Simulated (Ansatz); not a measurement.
## Pt: levels along high-symmetry lines

```
CELL_PARAMETERS angstrom
2.62495 0.00000 0.00000
0.00000 2.62495 0.00000
0.00000 0.00000 2.62495
ATOMIC_POSITIONS crystal
Pt 0.00000 0.00000 0.00000
```

Conventional cell: a = 2.625 Å, b = 2.625 Å, c = 2.625 Å, α = 90.00°, β = 90.00°, γ = 90.00°. Around Pt (atom 1) lie 6 Pt at 2.62 Å.

The structure comes from a relaxation in the same program, started in the sc type, and has space group Pm-3m. Whether it is a known phase or the ground state wasn't checked.

Level of theory: DFT, PBE, all-electron LAPW, Dirac equation with spin-orbit coupling in Ansatz 0.2.0.

The runs use a Γ-centred 12×12×12 k mesh, Fermi–Dirac smearing of 0.08 eV, basis error target 0.25 meV/atom, no spin polarisation.

Points in fractions of the reciprocal vectors of this cell: Γ (0, 0, 0), X (0, 0.5, 0), M (0.5, 0.5, 0), R (0.5, 0.5, 0.5). The path joins them by straight lines in the order Γ–X–M–Γ–R–X–R–M; legs that retrace an earlier one aren't tabulated. Energies are in eV from the Fermi level.

(1) List the levels at R between -14 and 8 eV.

(2) List the levels at X between -14 and 8 eV.

(3) List the levels at M between -14 and 8 eV.

(4) What is the band gap?

Results:

(1) -5.14 (×4), -4.44 (×2), 2.02 (×4), 7.61 (×2).

(2) -5.89 (×2), -5.23 (×2), -2.23 (×2), -1.66 (×2), -0.64 (×2), 0.55 (×2), 4.42 (×2).

(3) -5.91 (×2), -4.80 (×2), -1.73 (×2), -1.28 (×2), 1.92 (×2), 3.46 (×2), 5.12 (×2).

(4) none: bands cross the Fermi level, a metal.
